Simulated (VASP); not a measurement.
# Bi (Im-3m) in VASP: a series of runs

The runs below take Bi through single point, relaxation of cell and atoms, with PBEsol.

All numbers are computed with VASP 6.6.1; they aren't measurements. Logs are shortened: lines on timing, memory, paths and dates and some standing lists are left out, and cuts for length are marked.

### 1 The crystal as given

The structure is cubic, space group Im-3m (No. 229). Conventional cell: a = 3.755 Å, b = 3.755 Å, c = 3.755 Å, α = 90.00°, β = 90.00°, γ = 90.00°. Bi (site symmetry m-3m) has 8 Bi at 3.25 Å as nearest neighbours.

This isn't the form of Bi at room conditions, which is rhombohedral.

### 2 Single point, PBEsol

INCAR reads:

```
SYSTEM = Bi
ALGO = Normal
EDIFF = 1E-6
ENCUT = 520
GGA = PS
ISIF = 2
ISMEAR = 0
LASPH = .True.
LCHARG = .True.
LELF = .True.
LREAL = .False.
LVHAR = .True.
LWAVE = .False.
NBANDS = 14
NELM = 100
PREC = Accurate
SIGMA = 0.3
```

KPOINTS reads:

```
k-points
0
Gamma
  16 16 16
  0 0 0
```

POSCAR reads:

```
Bi
1.0
   -1.8775737502      1.8775737502      1.8775737502
    1.8775737502     -1.8775737502      1.8775737502
    1.8775737502      1.8775737502     -1.8775737502
Bi
1
Direct
    0.0000000000      0.0000000000      0.0000000000
```

Potentials or basis: VASP PAW PBE potentials, release 64 (Bi_d).

Run with:

```bash
$ cat potpaw_PBE.64/Bi_d/POTCAR > POTCAR
$ mpirun -np 1 vasp_std > vasp.out
```

OUTCAR:

```text
SYSTEM = Bi
   EDIFF = 1E-6
   ENCUT = 520
   GGA = PS
   ISIF = 2
   ISMEAR = 0
   LASPH = .True.
   LREAL = .False.
   NELM = 100
   PREC = Accurate

 ion  position               nearest neighbor table
   1  0.000  0.000  0.000-

  LATTYP: Found a body centered cubic cell.
 ALAT       =     3.7551475004

  Lattice vectors:

 A1 = (  -1.8775737502,   1.8775737502,   1.8775737502)
 A2 = (   1.8775737502,  -1.8775737502,   1.8775737502)
 A3 = (   1.8775737502,   1.8775737502,  -1.8775737502)

Analysis of symmetry for initial positions (statically):
=====================================================================
 Subroutine PRICEL returns:
 Original cell was already a primitive cell.

 Routine SETGRP: Setting up the symmetry group for a
 body centered cubic supercell.

 Subroutine GETGRP returns: Found 48 space group operations
 (whereof 48 operations were pure point group operations)
 out of a pool of 48 trial point group operations.

The static configuration has the point symmetry O_h .

Analysis of symmetry for dynamics (positions and initial velocities):
=====================================================================
 Subroutine PRICEL returns:
 Original cell was already a primitive cell.

 Routine SETGRP: Setting up the symmetry group for a
 body centered cubic supercell.

 Subroutine GETGRP returns: Found 48 space group operations
 (whereof 48 operations were pure point group operations)
 out of a pool of 48 trial point group operations.

The dynamic configuration has the point symmetry O_h .

 Subroutine INISYM returns: Found 48 space group operations
 (whereof 48 operations are pure point group operations),
 and found     1 'primitive' translations

----------------------------------------------------------------------------------------

                                     Primitive cell

  volume of cell :      26.4759

  direct lattice vectors                    reciprocal lattice vectors
    -1.877573750  1.877573750  1.877573750     0.000000000  0.266301124  0.266301124
     1.877573750 -1.877573750  1.877573750     0.266301124  0.000000000  0.266301124
     1.877573750  1.877573750 -1.877573750     0.266301124  0.266301124  0.000000000

  length of vectors
     3.252053130  3.252053130  3.252053130     0.376606661  0.376606661  0.376606661

  position of ions in fractional coordinates (direct lattice)
     0.000000000  0.000000000  0.000000000
[... 83 lines left out ...]
   ISYM   =      2    0-nonsym 1-usesym 2-fastsym
   POTIM  = 0.5000    time-step for ionic-motion
   TEBEG  =    0.0;   TEEND  =   0.0 temperature during run
   PSTRESS=    0.0 pullay stress
   NELECT =      15.0000    total number of electrons
   NUPDOWN=      -1.0000    fix difference up-down
   EMIN   =  10.00;   EMAX   =-10.00  energy-range for DOS
   EFERMI =   0.00;   METHOD = LEGACY
   ISMEAR =     0;   SIGMA  =   0.30  broadening in eV -4-tet -1-fermi 0-gaus
   EFERMI_NEDOS =   21; number of points for ismear=-14 and -15
   IALGO  =     38    algorithm
   IMIX   =      4    mixing-type and parameters
     AMIX     =   0.40;   BMIX     =  1.00
     AMIX_MAG =   1.60;   BMIX_MAG =  1.00
  volume/ion in A,a.u.               =      26.48       178.67
  Fermi-wavevector in a.u.,A,eV,Ry     =   1.354633  2.559885 24.967099  1.835030
  Thomas-Fermi vector in A             =   2.481788
   LORBIT       =      0    0 simple, 1 ext, 2 COOP (PROOUT), +10 PAW based schemes
   GGA     = PS    functional components
   LHFCALC =     F    Hartree Fock is set to
   AEXX    =    0.0000 exact exchange contribution
   IVDW    =     0    specifies the selected vdW correction
   LEPSILON=     F    determine dielectric tensor
   LRPA    =     F    only Hartree local field effects (RPA)
 non-spin polarized calculation
 Gauss-broadening in eV      SIGMA  =   0.30
  energy-cutoff  :      520.00
  volume of cell :       26.48
 maximum number of plane-waves:       733
   NGX = 13   NGY = 13   NGZ = 13

 number of electron      14.9999993 magnetization

 Free energy of the ion-electron system (eV)
  ---------------------------------------------------
  ext. energy  EPLUGINS =         0.00000000
  ---------------------------------------------------
  free energy    TOTEN  =        -4.13384614 eV

  energy without entropy =       -4.10915660  energy(sigma->0) =       -4.12150137

 E-fermi :   9.9064     XC(G=0): -11.2336

 val. band max:        9.8804769353   @ k =   0.3125   0.1250   0.0625
 cond. band min:       9.9251307485   @ k =   0.3125   0.1875   0.1250
 fundamental gap:      0.0446538132
 Fermi energy:         9.9063929944

 k-point     1 :       0.0000    0.0000    0.0000
  band No.  band energies     occupation
      1     -13.2020      2.00000
      2     -13.2020      2.00000
      3     -13.2020      2.00000
      4     -12.9833      2.00000
      5     -12.9833      2.00000
      6      -4.8672      2.00000
      7      16.3099      0.00000
      8      16.3099      0.00000
      9      16.3099      0.00000
     10      20.3873      0.00000
     11      20.3873      0.00000
     12      20.3873      0.00000
     13      21.3333      0.00000
     14      22.7385      0.00000
[... 377 lines left out ...]
      1     -13.2294      2.00000
      2     -13.1428      2.00000
      3     -13.0177      2.00000
      4     -13.0052      2.00000
      5     -12.9283      2.00000
      6      -1.8608      2.00000
      7       6.6020      2.00000
      8       9.6695      1.73597
      9      13.2541      0.00000
     10      18.6703      0.00000
     11      19.9412      0.00000
     12      22.4544      0.00000
     13      24.8661      0.00000
     14      25.0041      0.00000

 [... further k-points ...]

------------------------ aborting loop because EDIFF is reached ----------------------------------------

  FORCE on cell =-STRESS in cart. coord.  units (eV):
  Direction    XX          YY          ZZ          XY          YZ          ZX
  --------------------------------------------------------------------------------------
  -------------------------------------------------------------------------------------
  Total        1.6565630      1.6565630      1.6565630      0.0000000      0.0000000      0.0000000
  in kB      100.2461113    100.2461113    100.2461113      0.0000000      0.0000000      0.0000000
  external PRESSURE =     100.2461113 kB  Pullay stress =       0.0000000 kB

 VOLUME and BASIS-vectors are now :
 -----------------------------------------------------------------------------
  energy-cutoff  :      520.00
  volume of cell :       26.48
      direct lattice vectors                 reciprocal lattice vectors
    -1.877573750  1.877573750  1.877573750     0.000000000  0.266301124  0.266301124
     1.877573750 -1.877573750  1.877573750     0.266301124  0.000000000  0.266301124
     1.877573750  1.877573750 -1.877573750     0.266301124  0.266301124  0.000000000

 POSITION                                       TOTAL-FORCE (eV/Angst)
 -----------------------------------------------------------------------------------
      0.00000      0.00000      0.00000        -0.000000     -0.000000      0.000000
 -----------------------------------------------------------------------------------
    total drift:                                0.000000      0.000000     -0.000000

  FREE ENERGIE OF THE ION-ELECTRON SYSTEM (eV)
  ---------------------------------------------------
  free  energy   TOTEN  =        -4.1338461424 eV

  energy  without entropy=       -4.1091566002  energy(sigma->0) =       -4.12150137
```

OSZICAR:

```text
N       E                     dE             d eps       ncg     rms          rms(c)
DAV:   1     0.115320345800E+03    0.11532E+03   -0.77272E+03  4116   0.131E+03
DAV:   2     0.226558759643E+01   -0.11305E+03   -0.10887E+03  4372   0.351E+02
DAV:   3    -0.399887094880E+01   -0.62645E+01   -0.62411E+01  5046   0.782E+01
DAV:   4    -0.413953883404E+01   -0.14067E+00   -0.14064E+00  5162   0.122E+01
DAV:   5    -0.414498797438E+01   -0.54491E-02   -0.54490E-02  5666   0.221E+00    0.559E-01
DAV:   6    -0.413679562264E+01    0.81924E-02   -0.88464E-03  5404   0.143E+00    0.297E-01
DAV:   7    -0.413397276706E+01    0.28229E-02   -0.48409E-03  5500   0.106E+00    0.748E-02
DAV:   8    -0.413385088049E+01    0.12189E-03   -0.42911E-04  5368   0.309E-01    0.746E-03
DAV:   9    -0.413384728252E+01    0.35980E-05   -0.10381E-05  5718   0.466E-02    0.361E-03
DAV:  10    -0.413384610459E+01    0.11779E-05   -0.67317E-07  3794   0.974E-03    0.455E-04
DAV:  11    -0.413384614243E+01   -0.37836E-07   -0.20722E-07  3248   0.722E-03
   1 F= -.41338461E+01 E0= -.41215014E+01  d E =-.246895E-01
```

Wall time 11 s (1 thread of Intel Xeon 6975P-C (Granite Rapids), shared host); peak memory 0.17 GiB.

What came out:

```yaml
Free_energy: -4.1338 eV
Pressure: 10.0 GPa
Band_gap_on_the_k_mesh: none (metal or under the smearing width)
```

Caveat: the PAW data sets were made with another functional, which shifts forces and pressure a little; spin-orbit coupling is left out, which moves the levels of the heavy elements.

### 3 Relaxation of cell and atoms, PBEsol, target pressure 10.1 GPa, at which the enthalpy is minimised

This run uses another cell than the first one, of 31.12 Å³/atom, 1.175 times its volume.

INCAR reads:

```
SYSTEM = Bi
  PREC = Accurate
  ENCUT = 600
  EDIFF = 1E-7
  ISMEAR = 0
  SIGMA = 0.3
  LREAL = .FALSE.
  LASPH = .TRUE.
  NELM = 100
  ALGO = Fast
  ISIF = 3
  LWAVE = .FALSE.
  LCHARG = .FALSE.
  GGA = PS
  IBRION = 2
  NSW = 100
  EDIFFG = -0.002
  PSTRESS = 101.0
```

KPOINTS reads:

```
regular mesh
0
G
  16 16 16
  0 0 0
```

POSCAR reads:

```
Bi
1.0
   -1.9814305318      1.9814305318      1.9814305318
    1.9814305318     -1.9814305318      1.9814305318
    1.9814305318      1.9814305318     -1.9814305318
Bi
1
Direct
    0.0000000000      0.0000000000      0.0000000000
```

Potentials or basis: VASP PAW PBE potentials, release 64 (Bi_d).

Run with:

```bash
$ cat potpaw_PBE.64/Bi_d/POTCAR > POTCAR
$ mpirun -np 1 vasp_std > vasp.out
```

It took 2.7 min on 1 thread of Intel Xeon 6975P-C (Granite Rapids), shared host; peak memory 0.21 GiB.

It converged, with:

* Free energy: -4.1350 eV
* Relaxed volume: 26.49 Å³/atom
* Relaxed cell: a = 3.252 Å, b = 3.252 Å, c = 3.252 Å, α = 109.47°, β = 109.47°, γ = 109.47°
* Space group after relaxing (to 0.05 Å): Im-3m (No. 229)
* Energy change on relaxing (the enthalpy is what falls): +92.1 meV/atom
* Ionic steps: 7
* Pressure after relaxing: 10.1 GPa
* Band gap on the k mesh: none (metal or under the smearing width)

Step by step:
| step | energy change (eV) | largest force (eV/Å) | pressure (GPa) | volume (Å³) |
| --- | --- | --- | --- | --- |
| 1 | 0.0000 | 0.0000 | -1.97 | 31.12 |
| 2 | 0.7871 | 0.0000 | 41.53 | 21.71 |
| 3 | 0.0798 | 0.0000 | 9.29 | 26.69 |
| 4 | 0.0896 | 0.0000 | 9.94 | 26.53 |
| 5 | 0.0950 | 0.0000 | 10.27 | 26.44 |
| 6 | 0.0889 | 0.0000 | 9.82 | 26.54 |
| 7 | 0.0921 | 0.0000 | 10.09 | 26.49 |

Final structure:
```
CELL_PARAMETERS angstrom
-1.87779 1.87779 1.87779
1.87779 -1.87779 1.87779
1.87779 1.87779 -1.87779
ATOMIC_POSITIONS crystal
Bi 0.00000 0.00000 0.00000
```

Levels at points of the mesh, in eV from the Fermi level:
```tsv
k point	band 6	band 7	band 8	band 9	band 10	band 11
(0.00, 0.00, 0.00)	-14.77	6.40	6.40	6.40	10.48	10.48
(0.50, 0.00, 0.00)	-10.71	-6.09	1.91	3.88	6.62	8.05
(0.50, 0.50, 0.50)	-7.79	-2.19	-2.19	-2.19	3.39	3.39
```

Caveat: the cell is relaxed towards a set pressure, so the enthalpy falls and the energy may rise; the PAW data sets were made with another functional, which shifts forces and pressure a little; spin-orbit coupling is left out, which moves the levels of the heavy elements.

### 4 Single point, PBEsol

INCAR reads:

```
SYSTEM = Bi
PREC = Accurate ; ENCUT = 520
EDIFF = 1E-6 ; ISMEAR = 0
SIGMA = 0.3 ; LREAL = .False.
LASPH = .True. ; NELM = 100
ALGO = Fast ; ISIF = 2
LWAVE = .False. ; LCHARG = .False.
GGA = PS ; NBANDS = 14
```

KPOINTS reads:

```
regular mesh
0
Gamma
  16 16 16
  0 0 0
```

POSCAR reads:

```
Bi
1.0
   -1.8775737502      1.8775737502      1.8775737502
    1.8775737502     -1.8775737502      1.8775737502
    1.8775737502      1.8775737502     -1.8775737502
Bi
1
Direct
    0.0000000000      0.0000000000      0.0000000000
```

Run with:

```bash
$ cat potpaw_PBE.64/Bi_d/POTCAR > POTCAR
$ mpirun -np 1 vasp_std > vasp.out
```

It took 13 s on 1 thread of Intel Xeon 6975P-C (Granite Rapids), shared host; peak memory 0.17 GiB.

Results (log left out):

```
Free energy            : -4.1338 eV
Pressure               : 10.1 GPa
Band gap on the k mesh : none (metal or under the smearing width)
```

Levels at points of the mesh, in eV from the Fermi level:
| k point | band 4 | band 5 | band 6 | band 7 | band 8 | band 9 | band 10 | band 11 | band 12 | band 13 |
| --- | --- | --- | --- | --- | --- | --- | --- | --- | --- | --- |
| (0.00, 0.00, 0.00) | -22.89 | -22.89 | -14.77 | 6.40 | 6.40 | 6.40 | 10.48 | 10.48 | 10.48 | 11.43 |
| (0.50, 0.00, 0.00) | -22.90 | -22.75 | -10.71 | -6.09 | 1.91 | 3.88 | 6.63 | 8.05 | 13.45 | 14.20 |
| (0.50, 0.50, 0.50) | -22.79 | -22.79 | -7.79 | -2.19 | -2.19 | -2.19 | 3.39 | 3.39 | 15.83 | 19.18 |

Caveat: the PAW data sets were made with another functional, which shifts forces and pressure a little; spin-orbit coupling is left out, which moves the levels of the heavy elements.

### 5 Relaxation of cell and atoms, PBEsol, target pressure 10.1 GPa, at which the enthalpy is minimised

INCAR reads:

```
SYSTEM = Bi
PREC = Accurate
ENCUT = 600
EDIFF = 1E-7
ISMEAR = 0
SIGMA = 0.3
LREAL = .FALSE.
LASPH = .TRUE.
NELM = 100
ALGO = Normal
ISIF = 3
LWAVE = .FALSE.
LCHARG = .FALSE.
GGA = PS
IBRION = 2
NSW = 100
EDIFFG = -0.002
PSTRESS = 101.0
```

KPOINTS reads:

```
regular mesh
0
G
  16 16 16
  0 0 0
```

POSCAR is that of step 4.

Run with:

```bash
$ cat potpaw_PBE.64/Bi_d/POTCAR > POTCAR
$ mpirun -np 1 vasp_std > vasp.out
```

It took 18 s on 1 thread of Intel Xeon 6975P-C (Granite Rapids), shared host; peak memory 0.19 GiB.

The run converged. Its results:

- Free energy: -4.1341 eV
- Pressure after relaxing: 10.1 GPa
- Band gap on the k mesh: none (metal or under the smearing width)

Final structure:
```cif
data_structure
_symmetry_space_group_name_H-M 'P 1'
_symmetry_Int_Tables_number 1
_cell_length_a 3.2521
_cell_length_b 3.2521
_cell_length_c 3.2521
_cell_angle_alpha 109.471
_cell_angle_beta 109.471
_cell_angle_gamma 109.471
_cell_volume 26.48
loop_
_atom_site_label
_atom_site_type_symbol
_atom_site_fract_x
_atom_site_fract_y
_atom_site_fract_z
_atom_site_occupancy
Bi1 Bi 0.00000 0.00000 0.00000 1
```

Levels at points of the mesh, in eV from the Fermi level:
| k point | band 6 | band 7 | band 8 | band 9 | band 10 | band 11 |
| --- | --- | --- | --- | --- | --- | --- |
| (0.00, 0.00, 0.00) | -14.77 | 6.40 | 6.40 | 6.40 | 10.48 | 10.48 |
| (0.50, 0.00, 0.00) | -10.71 | -6.09 | 1.91 | 3.88 | 6.63 | 8.05 |
| (0.50, 0.50, 0.50) | -7.79 | -2.19 | -2.19 | -2.19 | 3.39 | 3.39 |

Caveat: the relaxation stopped at its first step, so nothing moved; the cell is relaxed towards a set pressure, so the enthalpy falls and the energy may rise; the PAW data sets were made with another functional, which shifts forces and pressure a little; spin-orbit coupling is left out, which moves the levels of the heavy elements.
